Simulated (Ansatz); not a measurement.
# MgF2: properties at the relaxed cell

An exercise on one series of results from a longer session: the logs are not shown, and one member is left open.

Method: DFT PBE, scalar-relativistic, plane waves, PAW, in Ansatz 0.2.0.

1 further run of the same task is left out (set aside as unsound or not needed).

### The starting structure

The structure is tetragonal, space group P4_2/mnm (No. 136). The conventional cell has a = 4.698 Å, b = 4.698 Å, c = 3.093 Å, α = 90.00°, β = 90.00°, γ = 90.00°. Mg (site symmetry mmm) is surrounded by 6 F at 2.02 Å. F (site symmetry m2m) has 3 Mg at 2.02 Å as nearest neighbours.

As a file:

```xyz
6
Lattice="4.6976 0.0000 0.0000 0.0000 4.6976 0.0000 0.0000 0.0000 3.0931" Properties=species:S:1:pos:R:3 pbc="T T T"
Mg    0.0000    0.0000    0.0000
Mg    2.3488    2.3488    1.5465
F     1.4260    1.4260    0.0000
F     0.9228    3.7748    1.5465
F     3.2716    3.2716    0.0000
F     3.7748    0.9228    1.5465
```

This cell was relaxed beforehand with the same method: volume 11.38 Å³/atom, gap on the mesh 6.84 eV.

Set-up of the first run:

Contents of input.yaml:

```yaml
crystal:
  lattice:
    - [4.6975999539, 0.0, 0.0]
    - [0.0, 4.6975999539, 0.0]
    - [0.0, 0.0, 3.0930660812]
  atoms:
    - { symbol: Mg, position: [0.0, 0.0, 0.0] }
    - { symbol: Mg, position: [0.5, 0.5, 0.5] }
    - { symbol: F, position: [0.303564455, 0.303564455, 0.0] }
    - { symbol: F, position: [0.196435545, 0.803564455, 0.5] }
    - { symbol: F, position: [0.696435545, 0.696435545, 0.0] }
    - { symbol: F, position: [0.803564455, 0.196435545, 0.5] }
basis:
  ecutwfc: 420
kpoints:
  mp_grid: { grid: [6, 6, 8] }
  band_path:
    path:
      - [[0.0, 0.0, 0.0], [0.0, 0.5, 0.0], [0.5, 0.5, 0.0], [0.0, 0.0, 0.0], [0.0, 0.0, 0.5], [0.0, 0.5, 0.5], [0.5, 0.5, 0.5], [0.0, 0.0, 0.5]]
      - [[0.0, 0.5, 0.0], [0.0, 0.5, 0.5]]
      - [[0.5, 0.5, 0.0], [0.5, 0.5, 0.5]]
    npoints: 14
hamiltonian:
  xc: pbe
scf:
  occupations: { method: gaussian, width: 0.02 }
  n_extra_bands: 15
output:
  forces: true
  stress: true
  eigenvalues: true
  populations: true
  dos: { projected: true, de: 0.02, nscf_kmesh: { grid: [9, 9, 12] } }
  bader: true
  write_density: true
  write_potential: true
  elf: true
  volumetric_format: npy
```

Started as:

```console
ansatz run input.yaml --threads 2 --pin off --max-ram 5120MiB --backend cpu --events-out ev --progress --plain --runs-dir out
```

Steps of the session up to this table: Bands, states and charges; Seeking the band edges over the whole zone; Eigenvalues a small step from each edge; The cell scaled to 0.97 of its volume; Volume × 1.03; The cell scaled to 0.94 of its volume; Volume × 1.06.

One of the session's tables, all rows but one given; the rest of the session is left out.

It belongs to the step «Equation of state». 

| volume (Å³/atom) | energy above the lowest point (meV/atom) | pressure (GPa) | gap on the mesh (eV) |
| --- | --- | --- | --- |
| 10.693 | 13.2 | 6.50 | 7.25 |
| 11.035 | ? | ? | ? |
| 11.376 | 0.0 | 0.02 | 6.84 |
| 11.717 | 2.7 | -2.49 | 6.65 |
| 12.059 | 10.3 | -4.60 | 6.47 |

Q: Estimate the row for volume (Å³/atom) = 11.035 from the others.

Worked estimate for «energy above the lowest point (meV/atom)». A straight line through the neighbours (10.693, 13.2) and (11.376, 0.0) gives 13.2 + (0.0 − 13.2) × (11.035 − 10.693) / (11.376 − 10.693) = 6.6; a parabola fitted to 3 rows on both sides gives 3.5.

The run gave: energy above the lowest point (meV/atom): 3.2; pressure (GPa): 2.99; gap on the mesh (eV): 7.04. In «energy above the lowest point (meV/atom)» the line misses by +3.4 and the parabola by +0.3.
